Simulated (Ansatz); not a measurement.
ZnGeP₂ (started from an entry of an open crystallographic database): a relaxation of cell and atoms in the PAW code Ansatz (r2SCAN). It starts from the PBE minimum.

Input file:
```yaml
crystal:
  lattice:
    - [-2.7500549865, 2.7500549865, 5.4211467255]
    - [2.7500549865, -2.7500549865, 5.4211467255]
    - [2.7500549865, 2.7500549865, -5.4211467255]
  atoms:
    - { symbol: Zn, position: [0.0, 0.0, 0.0] }
    - { symbol: Zn, position: [0.75, 0.25, 0.5] }
    - { symbol: Ge, position: [0.5, 0.5, 0.0] }
    - { symbol: Ge, position: [0.25, 0.75, 0.5] }
    - { symbol: P, position: [0.375, 0.3783565515, 0.5033565515] }
    - { symbol: P, position: [0.6216434485, 0.125, 0.9966434485] }
    - { symbol: P, position: [0.875, 0.8716434485, 0.4966434485] }
    - { symbol: P, position: [0.1283565515, 0.625, 0.0033565515] }
kpoints:
  mp_grid: { grid: [6, 6, 6] }
hamiltonian:
  xc: r2scan
scf:
  occupations: { method: fermi_dirac, width: 0.02 }
relax:
  f_tol: 0.005
  cell: {}
```

Command: `ansatz run input.yaml --threads 2 --pin off --max-ram 29491MiB --backend cpu --events-out ev --progress --plain --runs-dir out`. Wall time 78 s on 2 threads of AMD EPYC 7R13 Processor (Zen 3), on a shared host, load about 1.5 per core; peak host memory 1.1 GiB.

Output, abridged:
```
Functional definition: r2SCAN
Crystal: 8 atoms, lattice volume = 163.996 Å³
Basis set: ecut = 500 eV, 4163 PW (Γ)
Bands: 44, of which v1, the nominal top of the filled ones, is band 36 counted from 1 (35 counted from 0)
Symmetry: 8 space group operations
Space group: I-42d (ITA 122)
k-points: 30 of 216 (time reversal used)
SCF iter   1: HF=-18296.086387 eV  Δρ=1.13e-2  dr2=1.20e-1
preconditioner: auto → Resta (q_TF=auto, 2.379 Å⁻¹)  ε∞=5.6  [insulator: Δε(μ)=1.418 eV  σ=0.020 eV  ℏωp=20.9 eV]
SCF iter   2: HF=-18296.097278 eV  Δρ=2.28e-3  dr2=4.56e-3
SCF iter   3: HF=-18296.091978 eV  Δρ=2.36e-3  dr2=4.90e-3
SCF iter   4: HF=-18296.091674 eV  Δρ=6.61e-4  dr2=3.41e-4
SCF iter   5: HF=-18296.091518 eV  Δρ=2.04e-4  dr2=4.73e-5
SCF iter   6: HF=-18296.091529 eV  Δρ=6.33e-5  dr2=6.43e-6
SCF iter   7: HF=-18296.091530 eV  Δρ=2.01e-5  dr2=4.29e-7
SCF iter   8: HF=-18296.091530 eV  Δρ=3.39e-6  dr2=2.64e-8
SCF 1 converged in 8 iterations: F = -18296.091530 eV  dr2 = 2.64e-8
relax step 1: F+E_penalty+E_count = -18296.09153023 eV  max|allowed force component| = 1.010e-1 eV/Å  Δτ_max = 0.0000 Å  P = -2.415 GPa  Ω = 163.996 Å³
SCF 2 converged in 7 iterations: F = -18296.128019 eV  dr2 = 5.39e-7
relax step 2: F+E_penalty+E_count = -18296.12801869 eV  max|allowed force component| = 3.821e-3 eV/Å  Δτ_max = 0.0055 Å  P = -0.652 GPa  Ω = 160.427 Å³
SCF 3 converged in 6 iterations: F = -18296.130844 eV  dr2 = 1.68e-7
relax step 3: F+E_penalty+E_count = -18296.13084409 eV  max|allowed force component| = 2.972e-3 eV/Å  Δτ_max = 0.0006 Å  P = +0.034 GPa  Ω = 159.117 Å³
SCF 4 converged in 5 iterations: F = -18296.130845 eV  dr2 = 3.60e-9
relax step 4: F+E_penalty+E_count = -18296.13084544 eV  max|allowed force component| = 1.262e-3 eV/Å  Δτ_max = 0.0002 Å  P = +0.000 GPa  Ω = 159.177 Å³
SCF 5 converged in 6 iterations: F = -18296.129911 eV  dr2 = 5.04e-11
relax step 5: F+E_penalty+E_count = -18296.12991099 eV  max|allowed force component| = 1.202e-3 eV/Å  Δτ_max = 0.0000 Å  P = -0.004 GPa  Ω = 159.177 Å³  (SCF on a basis re-selected at this cell)
Free energy (F): -18296.129911 eV
Fermi energy:    7.984180 eV
--- Forces (eV/Å), atoms counted from 1 ---
  atom   1  Zn      0.00000      0.00000      0.00000
  atom   2  Zn      0.00000      0.00000      0.00000
  atom   3  Ge      0.00000      0.00000      0.00000
  atom   4  Ge      0.00000      0.00000      0.00000
  atom   5  P     -0.00120      0.00000      0.00000
  atom   6  P       0.00000      0.00120      0.00000
  atom   7  P       0.00120      0.00000      0.00000
  atom   8  P       0.00000    -0.00120      0.00000
--- Stress (GPa, compression-positive) ---
       -0.001262       0.000000       0.000000
        0.000000      -0.001262       0.000000
        0.000000       0.000000      -0.009807
  P = ⅓ Tr σ = -0.0041 GPa (-0.041 kbar)
--- Relaxed structure (4 steps of the walk, 4 accepted, 1 SCFs on fresh bases) ---
  F+E_penalty+E_count = -18296.12991099 eV   max|allowed force component| = 1.202e-3 eV/Å
  cell:  # Å, volume = 159.1771 Å³
    - [-2.723331, 2.723331, 5.365620]
    - [2.723331, -2.723331, 5.365620]
    - [2.723331, 2.723331, -5.365620]
  atoms:
    - { symbol: Zn, position: [0.000000, 0.000000, 0.000000] }
    - { symbol: Zn, position: [0.750000, 0.250000, 0.500000] }
    - { symbol: Ge, position: [0.500000, 0.500000, 0.000000] }
    - { symbol: Ge, position: [0.250000, 0.750000, 0.500000] }
    - { symbol: P, position: [0.375000, 0.379211, 0.504211] }
    - { symbol: P, position: [0.620789, 0.125000, 0.995789] }
    - { symbol: P, position: [0.875000, 0.870789, 0.495789] }
    - { symbol: P, position: [0.129211, 0.625000, 0.004211] }
```

The walk took 4 steps and changed the volume by -2.9 %. The last SCF, on a fresh basis, lies 4.8 meV an atom below the first. Final cell: it is tetragonal, I-42d (No. 122); a = 5.447 Å, c = 10.731 Å in the conventional setting, 19.90 Å³ an atom. Zn has 4 P at 2.36 Å; Ge has 4 P at 2.33 Å; P has 2 Ge at 2.33 Å and 2 Zn at 2.36 Å.

The values are computed, spin-unpolarised, and not measurements.
